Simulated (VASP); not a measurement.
A run of VASP 6.6.1 is set up as follows.

File INCAR:

```
  PREC = Accurate
  ENCUT = 400
  EDIFF = 1E-6
  ISMEAR = 0
  SIGMA = 0.01
  LREAL = False
  LASPH = True
  NELM = 80
  ALGO = Normal
  ISIF = 2
  LWAVE = False
  LCHARG = False
  ISPIN = 2
  MAGMOM = 3.1
  LORBIT = 11
  NUPDOWN = 3
  GGA = PE
  IVDW = 12
  IBRION = 2
  NSW = 120
  EDIFFG = -0.03
  ISYM = 0
```

File KPOINTS:

```
Automatic mesh
0
Gamma
  1 1 1
```

The input POSCAR:

```
N
1.0
   10.5000000000      0.0000000000      0.0000000000
    0.0000000000     11.0000000000      0.0000000000
    0.0000000000      0.0000000000     11.5000000000
N
1
Selective dynamics
Direct
    0.5000000000      0.5045454545      0.5000000000  F F F
```

Potentials or basis: VASP PAW PBE potentials, release 64 (N).

Run with:

```console
$ cat potpaw_PBE.64/N/POTCAR > POTCAR
$ mpirun -np 4 vasp_gam > vasp.out
```

(1) Estimate the dispersion energy per atom.

Results:

(1) 0.000 eV.

Caveat: the relaxation stopped at its first step, so nothing moved; the total moment is fixed, so each spin has its own Fermi level.
